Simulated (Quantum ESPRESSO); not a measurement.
**Bi2Se3 (Paraguanajuatite): equation of state with PBE**

Crystal: Bi2Se3 (Paraguanajuatite).

```xyz
5
Lattice="2.0715 1.1960 9.5453 -2.0715 1.1960 9.5453 0.0000 -2.3920 9.5453" Properties=species:S:1:pos:R:3 pbc="T T T"
Bi    0.0000    0.0000   17.1587
Bi    0.0000    0.0000   11.4773
Se    0.0000    0.0000   22.5738
Se    0.0000    0.0000    6.0622
Se    0.0000    0.0000    0.0000
```

| Item | Value |
| --- | --- |
| Program | Quantum ESPRESSO 7.5 |
| Task | equation of state |
| Functional | PBE |
| Potentials or basis | SSSP 1.3 efficiency PBE |
| Cutoff | 748 eV |
| Density cutoff | 5987 eV |
| k mesh | 7 × 7 × 7 |
| Occupations | fermi-dirac, width 0.05 eV |
| Spin | no spin polarisation |
| Mixing beta | 0.5 |
| Most SCF iterations | 120 |
| SCF threshold | 1e-09 Ry |

```json
{
 "Equilibrium volume": "29.54 Å³/atom",
 "Bulk modulus at fixed shape and positions": "57 GPa",
 "Pressure derivative of the bulk modulus": "4.5"
}
```

Energy against volume, from the lowest point:
| volume (Å³/atom) | energy (meV/atom) |
| --- | --- |
| 26.675 | 59.36 |
| 27.243 | 36.74 |
| 27.810 | 20.06 |
| 28.378 | 8.73 |
| 28.946 | 2.21 |
| 29.513 | 0.00 |
| 30.081 | 1.69 |

All runs of the series together: 30 min on 2 threads of Intel(R) Xeon(R) 6975P-C (Granite Rapids) (shared host).

Caveat: the cell was scaled at fixed shape and fractional positions, which overstates the stiffness of a crystal with free parameters, most of all of layers and chains.
